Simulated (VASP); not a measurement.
A run of VASP 6.6.1 is set up as follows.

File INCAR:

```
SYSTEM = CdO
PREC = Accurate ; ENCUT = 900
EDIFF = 1E-7 ; ISMEAR = 0
SIGMA = 0.02 ; LREAL = .FALSE.
LASPH = .TRUE. ; NELM = 100
ALGO = Normal ; ISIF = 2
LWAVE = .FALSE. ; LCHARG = .FALSE.
GGA = PE ; NBANDS = 16
```

KPOINTS

```
regular mesh
0
G
  12 12 12
  0 0 0
```

File POSCAR:

```
CdO                                     
1.0
    0.0000000000      2.3403961082      2.3403961082
    2.3403961082      0.0000000000      2.3403961082
    2.3403961082      2.3403961082      0.0000000000
  Cd              O             
     1     1
Direct
     0.0000000000000000    0.0000000000000000    0.0000000000000000
     0.5000000000000000    0.5000000000000000    0.5000000000000000
```

Potentials or basis: VASP PAW PBE potentials, release 64 (Cd, O_h).

Run with:

```sh
$ cat potpaw_PBE.64/Cd/POTCAR potpaw_PBE.64/O_h/POTCAR > POTCAR
$ mpirun -np 1 vasp_std > vasp.out
```

Task: What does it give for the pressure?

Result: 9.2 GPa.

Task: Predict the band gap on the k mesh.

Result: None (metal or under the smearing width).

Caveat: the cutoff is under 1.25 times the usual one of these potentials, so pressure, stress and relaxed cells hold a basis-set (Pulay) error.
